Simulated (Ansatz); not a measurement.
Runs of Ansatz 0.2.0 on MoS2. It takes space group R-3m (No. 166, trigonal). Conventional cell: a = 3.171 Å, b = 3.171 Å, c = 18.345 Å, α = 90.00°, β = 90.00°, γ = 120.00°. Mo (site symmetry -3m) has 6 S at 2.39 Å as nearest neighbours. S (site symmetry 3m) has 3 Mo at 2.39 Å as nearest neighbours. Measurements of this composition are mostly on another form, of space group No. 194.

```csv
level,cutoff (eV),gap on the mesh (eV),pressure (GPa),largest force (eV/Å)
PBE0,420,none,3.4,0.47
r2SCAN0,500,none,3.0,(b)
LDA,420,none,0.1,0.53
PBEsol,420,none,2.8,(c)
r2SCAN,500,none,7.0,0.74
HSE06,420,none,(a),0.46
```

Alike in all rows: task projected density of states; potentials or basis Ansatz PAW; no spin polarisation; cell as given; k mesh 6 × 6 × 6; smearing fermi-dirac 0.05 eV; the mesh is coarse, so values aren't converged.

Task: Estimate the missing entries.

Result: (a) 3.5; (b) 0.36; (c) 0.71.

Caveats: all runs use coarse meshes; the cell's inner coordinates are idealised or old, which leaves forces on the atoms; the PAW data sets come from PBE, with cores solved anew for the run's functional, which leaves a small shift of forces and pressure; the density of states is complete only up to the lowest level of the last band computed; the thresholds are loose for stress (some runs).

A k mesh can miss the band edges, and the runs leave out spin-orbit coupling on Mo.

A gap of «none» marks a metal or a gap under the smearing width.

Runs at the PBE level aren't shown here.
